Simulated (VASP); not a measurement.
# ZrC (Fm-3m) in VASP: further runs

The runs below take ZrC through single point, with PBEsol.

All numbers are computed with VASP 6.6.1; they aren't measurements. Logs are shortened: lines on timing, memory, paths and dates and some standing lists are left out, and cuts for length are marked.

## Step 1: Starting point

Symmetry: Fm-3m, No. 225, cubic system. The conventional cell has a = 4.700 Å, b = 4.700 Å, c = 4.700 Å, α = 90.00°, β = 90.00°, γ = 90.00°. Zr (site symmetry m-3m) is surrounded by 6 C at 2.35 Å. C (site symmetry m-3m) is surrounded by 6 Zr at 2.35 Å.

## Step 2: Single point, PBEsol

INCAR

```
PREC = Accurate
ENCUT = 520
EDIFF = 1E-7
ISMEAR = 0
SIGMA = 0.15
LREAL = False
LASPH = True
NELM = 80
ALGO = Normal
ISIF = 2
LWAVE = False
LCHARG = True
GGA = PS
LELF = True
LVHAR = True
NBANDS = 15
```

KPOINTS

```
Automatic mesh
0
Gamma
  20 20 20
```

POSCAR

```
ZrC
1.0
    0.0000000000      2.3502100000      2.3502100000
    2.3502100000      0.0000000000      2.3502100000
    2.3502100000      2.3502100000      0.0000000000
Zr C
1 1
Direct
    0.5000000000      0.5000000000      0.5000000000
    0.0000000000      0.0000000000      0.0000000000
```

Potentials or basis: VASP PAW PBE potentials, release 64 (Zr_sv, C).

Started as:

```bash
> cat potpaw_PBE.64/Zr_sv/POTCAR potpaw_PBE.64/C/POTCAR > POTCAR
> mpirun -np 1 vasp_std > vasp.out
```

OUTCAR:

```text
PREC = Accurate
   ENCUT = 520
   EDIFF = 1E-7
   ISMEAR = 0
   LREAL = False
   LASPH = True
   NELM = 80
   ISIF = 2
   GGA = PS

 ion  position               nearest neighbor table
   1  0.500  0.500  0.500-   2 2.35   2 2.35   2 2.35   2 2.35   2 2.35   2 2.35
   2  0.000  0.000  0.000-   1 2.35   1 2.35   1 2.35   1 2.35   1 2.35   1 2.35

  LATTYP: Found a face centered cubic cell.
 ALAT       =     4.7004200000

  Lattice vectors:

 A1 = (   0.0000000000,   2.3502100000,   2.3502100000)
 A2 = (   2.3502100000,   0.0000000000,   2.3502100000)
 A3 = (   2.3502100000,   2.3502100000,   0.0000000000)

Analysis of symmetry for initial positions (statically):
=====================================================================
 Subroutine PRICEL returns:
 Original cell was already a primitive cell.

 Routine SETGRP: Setting up the symmetry group for a
 face centered cubic supercell.

 Subroutine GETGRP returns: Found 48 space group operations
 (whereof 48 operations were pure point group operations)
 out of a pool of 48 trial point group operations.

The static configuration has the point symmetry O_h .

Analysis of symmetry for dynamics (positions and initial velocities):
=====================================================================
 Subroutine PRICEL returns:
 Original cell was already a primitive cell.

 Routine SETGRP: Setting up the symmetry group for a
 face centered cubic supercell.

 Subroutine GETGRP returns: Found 48 space group operations
 (whereof 48 operations were pure point group operations)
 out of a pool of 48 trial point group operations.

The dynamic configuration has the point symmetry O_h .

 Subroutine INISYM returns: Found 48 space group operations
 (whereof 48 operations are pure point group operations),
 and found     1 'primitive' translations

----------------------------------------------------------------------------------------

                                     Primitive cell

  volume of cell :      25.9627

  direct lattice vectors                    reciprocal lattice vectors
     0.000000000  2.350210000  2.350210000    -0.212746946  0.212746946  0.212746946
     2.350210000  0.000000000  2.350210000     0.212746946 -0.212746946  0.212746946
     2.350210000  2.350210000  0.000000000     0.212746946  0.212746946 -0.212746946

  length of vectors
     3.323698856  3.323698856  3.323698856     0.368488520  0.368488520  0.368488520

  position of ions in fractional coordinates (direct lattice)
     0.500000000  0.500000000  0.500000000
     0.000000000  0.000000000  0.000000000

  ion indices of the primitive-cell ions
   primitive index   ion index
                 1           1
                 2           2

----------------------------------------------------------------------------------------

 KPOINTS: Automatic mesh

Automatic generation of k-mesh.
 Grid dimensions read from file:
 generate k-points for:   20   20   20

 Generating k-lattice:

  Cartesian coordinates                     Fractional coordinates (reciprocal lattice)
    -0.010637347  0.010637347  0.010637347     0.050000000  0.000000000  0.000000000
     0.010637347 -0.010637347  0.010637347     0.000000000  0.050000000  0.000000000
     0.010637347  0.010637347 -0.010637347     0.000000000  0.000000000  0.050000000

  Length of vectors
     0.018424426  0.018424426  0.018424426

  Shift w.r.t. Gamma in fractional coordinates (k-lattice)
     0.000000000  0.000000000  0.000000000

 Subroutine IBZKPT returns following result:
 ===========================================

 Found    256 irreducible k-points:

 Following reciprocal coordinates:
            Coordinates               Weight
  0.000000  0.000000  0.000000      1.000000
  0.050000  0.000000  0.000000      8.000000
  0.100000  0.000000  0.000000      8.000000
  0.150000  0.000000  0.000000      8.000000
  0.200000  0.000000  0.000000      8.000000
  0.250000  0.000000  0.000000      8.000000
[... 16 lines left out ...]
 -0.400000  0.050000  0.000000     24.000000
 -0.350000  0.050000  0.000000     24.000000
 [... further k-points ...]
   k-points           NKPTS =    256   k-points in BZ     NKDIM =    256   number of bands    NBANDS=     15
   number of dos      NEDOS =    301   number of ions     NIONS =      2
   total plane-waves  NPLWV =  21952
   dimension x,y,z NGX =    28 NGY =   28 NGZ =   28
   dimension x,y,z NGXF=    56 NGYF=   56 NGZF=   56
   ions per type =               1   1
   NGX,Y,Z   is equivalent  to a cutoff of  14.01, 14.01, 14.01 a.u.
   NGXF,Y,Z  is equivalent  to a cutoff of  28.01, 28.01, 28.01 a.u.
 SYSTEM =  unknown system
   PREC   = accura    normal or accurate (medium, high low for compatibility)
   ISTART =      0    job   : 0-new  1-cont  2-samecut
   ICHARG =      2    charge: 1-file 2-atom 10-const
   ISPIN  =      1    spin polarized calculation?
   LNONCOLLINEAR =      F non collinear calculations
   LSORBIT =      F    spin-orbit coupling
   LASPH  =      T    aspherical Exc in radial PAW
   ENCUT  =  520.0 eV  38.22 Ry    6.18 a.u.   6.18  6.18  6.18*2*pi/ulx,y,z
   NELM   =     80;   NELMIN=  2; NELMDL= -5     # of ELM steps
   EDIFF  = 0.1E-06   stopping-criterion for ELM
   LREAL  =      F    real-space projection
   EDIFFG = 0.1E-05   stopping-criterion for IOM
   NSW    =      0    number of steps for IOM
   IBRION =     -1    ionic relax: 0-MD 1-quasi-New 2-CG
   NFREE  =      0    steps in history (QN), initial steepest desc. (CG)
   ISIF   =      2    stress and relaxation
   ISYM   =      2    0-nonsym 1-usesym 2-fastsym
   POTIM  = 0.5000    time-step for ionic-motion
   TEBEG  =    0.0;   TEEND  =   0.0 temperature during run
   PSTRESS=    0.0 pullay stress
   NELECT =      16.0000    total number of electrons
   NUPDOWN=      -1.0000    fix difference up-down
   EMIN   =  10.00;   EMAX   =-10.00  energy-range for DOS
   EFERMI =   0.00;   METHOD = LEGACY
   ISMEAR =     0;   SIGMA  =   0.15  broadening in eV -4-tet -1-fermi 0-gaus
   EFERMI_NEDOS =   21; number of points for ismear=-14 and -15
   IALGO  =     38    algorithm
   IMIX   =      4    mixing-type and parameters
     AMIX     =   0.40;   BMIX     =  1.00
     AMIX_MAG =   1.60;   BMIX_MAG =  1.00
  volume/ion in A,a.u.               =      12.98        87.60
  Fermi-wavevector in a.u.,A,eV,Ry     =   1.393151  2.632673 26.407131  1.940869
  Thomas-Fermi vector in A             =   2.516825
   LORBIT       =      0    0 simple, 1 ext, 2 COOP (PROOUT), +10 PAW based schemes
   GGA     = PS    functional components
   LHFCALC =     F    Hartree Fock is set to
   AEXX    =    0.0000 exact exchange contribution
   IVDW    =     0    specifies the selected vdW correction
   LEPSILON=     F    determine dielectric tensor
   LRPA    =     F    only Hartree local field effects (RPA)
 non-spin polarized calculation
 Gauss-broadening in eV      SIGMA  =   0.15
  energy-cutoff  :      520.00
  volume of cell :       25.96
 maximum number of plane-waves:       725
 NGX is ok and might be reduce to    28
   NGX = 13   NGY = 13   NGZ = 13

 number of electron      16.0000000 magnetization

 Free energy of the ion-electron system (eV)
  ---------------------------------------------------
  ext. energy  EPLUGINS =         0.00000000
  ---------------------------------------------------
  free energy    TOTEN  =       -20.56876202 eV

  energy without entropy =      -20.56538974  energy(sigma->0) =      -20.56707588

 E-fermi :   9.5023     XC(G=0): -12.2800

 val. band max:        9.4402836019   @ k =   0.4000   0.3500   0.0000
 cond. band min:       9.5200095272   @ k =   0.4500   0.4500   0.0000
 fundamental gap:      0.0797259253
 Fermi energy:         9.5023454428

 k-point     1 :       0.0000    0.0000    0.0000
  band No.  band energies     occupation
      1     -38.4818      2.00000
      2     -16.2228      2.00000
      3     -16.2228      2.00000
      4     -16.2228      2.00000
      5      -1.7891      2.00000
      6      10.4440      0.00000
      7      10.4440      0.00000
      8      10.4440      0.00000
      9      10.5494      0.00000
     10      10.5494      0.00000
     11      10.5494      0.00000
     12      12.2979      0.00000
     13      12.2979      0.00000
     14      16.7851      0.00000
     15      19.8747      0.00000

 k-point     2 :       0.0500    0.0000    0.0000
  band No.  band energies     occupation
      1     -38.4793      2.00000
      2     -16.2458      2.00000
      3     -16.2248      2.00000
      4     -16.2248      2.00000
      5      -1.7311      2.00000
      6       9.8537      0.00092
      7      10.0333      0.00000
      8      10.0333      0.00000
      9      10.7267      0.00000
     10      10.7267      0.00000
     11      11.0060      0.00000
     12      12.6503      0.00000
     13      12.6503      0.00000
     14      16.9114      0.00000
     15      20.0345      0.00000

 k-point     3 :       0.1000    0.0000    0.0000
  band No.  band energies     occupation
      1     -38.4720      2.00000
      2     -16.3120      2.00000
      3     -16.2306      2.00000
      4     -16.2306      2.00000
      5      -1.5611      2.00000
      6       9.1150      1.99974
      7       9.4193      1.56644
      8       9.4193      1.56644
      9      10.9291      0.00000
     10      10.9291      0.00000
     11      11.3819      0.00000
     12      13.4149      0.00000
     13      13.4149      0.00000
     14      17.2564      0.00000
     15      20.4889      0.00000

 k-point     4 :       0.1500    0.0000    0.0000
  band No.  band energies     occupation
      1     -38.4607      2.00000
      2     -16.4135      2.00000
      3     -16.2396      2.00000
      4     -16.2396      2.00000
      5      -1.2901      2.00000
      6       8.3235      2.00000
      7       8.7976      2.00000
      8       8.7976      2.00000
      9      11.2120      0.00000
     10      11.2120      0.00000
     11      11.6749      0.00000
     12      14.3283      0.00000
     13      14.3283      0.00000
     14      17.7324      0.00000
     15      21.1612      0.00000
[... 307 lines left out ...]
 k-point    22 :      -0.4500    0.0500    0.0000
  band No.  band energies     occupation
      1     -38.3785      2.00000
      2     -17.0744      2.00000
      3     -16.3204      2.00000
      4     -16.3035      2.00000
      5       1.2288      2.00000
      6       4.2871      2.00000
      7       6.5835      2.00000
      8       6.6302      2.00000
      9      13.8275      0.00000
     10      13.8455      0.00000
     11      14.6263      0.00000
     12      16.4201      0.00000
     13      19.3116      0.00000
     14      19.6689      0.00000
     15      22.5294      0.00000

 k-point    23 :      -0.4000    0.0500    0.0000
  band No.  band energies     occupation
      1     -38.3843      2.00000
      2     -17.0299      2.00000
      3     -16.3198      2.00000
      4     -16.2949      2.00000
      5       0.9609      2.00000
      6       4.6113      2.00000
      7       6.6589      2.00000
      8       6.7716      2.00000
      9      13.4727      0.00000
     10      13.5124      0.00000
     11      14.2486      0.00000
     12      17.0764      0.00000
     13      18.7049      0.00000
     14      19.4299      0.00000
     15      22.9927      0.00000

 k-point    24 :      -0.3500    0.0500    0.0000
  band No.  band energies     occupation
      1     -38.3944      2.00000
      2     -16.9510      2.00000
      3     -16.3149      2.00000
      4     -16.2835      2.00000
      5       0.5627      2.00000
      6       5.1190      2.00000
      7       6.8288      2.00000
      8       7.0032      2.00000
      9      12.9820      0.00000
     10      13.0260      0.00000
     11      13.8149      0.00000
     12      17.6117      0.00000
     13      18.1328      0.00000
     14      18.8538      0.00000
     15      23.6636      0.00000

 [... further k-points ...]

------------------------ aborting loop because EDIFF is reached ----------------------------------------

  FORCE on cell =-STRESS in cart. coord.  units (eV):
  Direction    XX          YY          ZZ          XY          YZ          ZX
  --------------------------------------------------------------------------------------
  -------------------------------------------------------------------------------------
  Total       -0.6805242     -0.6805242     -0.6805242      0.0000000     -0.0000000     -0.0000000
  in kB      -41.9956359    -41.9956359    -41.9956359      0.0000000     -0.0000000     -0.0000000
  external PRESSURE =     -41.9956359 kB  Pullay stress =       0.0000000 kB

 VOLUME and BASIS-vectors are now :
 -----------------------------------------------------------------------------
  energy-cutoff  :      520.00
  volume of cell :       25.96
      direct lattice vectors                 reciprocal lattice vectors
     0.000000000  2.350210000  2.350210000    -0.212746946  0.212746946  0.212746946
     2.350210000  0.000000000  2.350210000     0.212746946 -0.212746946  0.212746946
     2.350210000  2.350210000  0.000000000     0.212746946  0.212746946 -0.212746946

 POSITION                                       TOTAL-FORCE (eV/Angst)
 -----------------------------------------------------------------------------------
      2.35021      2.35021      2.35021        -0.000000      0.000000     -0.000000
      0.00000      0.00000      0.00000         0.000000     -0.000000      0.000000
 -----------------------------------------------------------------------------------
    total drift:                                0.000000      0.000000      0.000000

  FREE ENERGIE OF THE ION-ELECTRON SYSTEM (eV)
  ---------------------------------------------------
  free  energy   TOTEN  =       -20.5687620157 eV

  energy  without entropy=      -20.5653897353  energy(sigma->0) =      -20.56707588
```

Run time: 51 s. Hardware: 1 thread of Intel Xeon 6975P-C (Granite Rapids), shared host; peak memory 0.23 GiB.

Results:

```
Free energy            : -20.5688 eV
Pressure               : -4.2 GPa
Band gap on the k mesh : none (metal or under the smearing width)
```

Levels at points of the mesh, in eV from the Fermi level:
| k point | band 5 | band 6 | band 7 | band 8 | band 9 | band 10 | band 11 | band 12 |
| --- | --- | --- | --- | --- | --- | --- | --- | --- |
| (0.00, 0.00, 0.00) | -11.29 | 0.94 | 0.94 | 0.94 | 1.05 | 1.05 | 1.05 | 2.80 |
| (0.50, 0.00, 0.00) | -8.17 | -5.35 | -2.95 | -2.95 | 4.49 | 4.49 | 5.32 | 6.46 |
| (0.50, 0.50, 0.00) | -10.11 | -2.07 | -1.83 | 0.06 | 0.06 | 4.45 | 5.67 | 5.67 |

Caveat: the PAW data sets were made with another functional, which shifts forces and pressure a little.

[end of part 1 of 2]
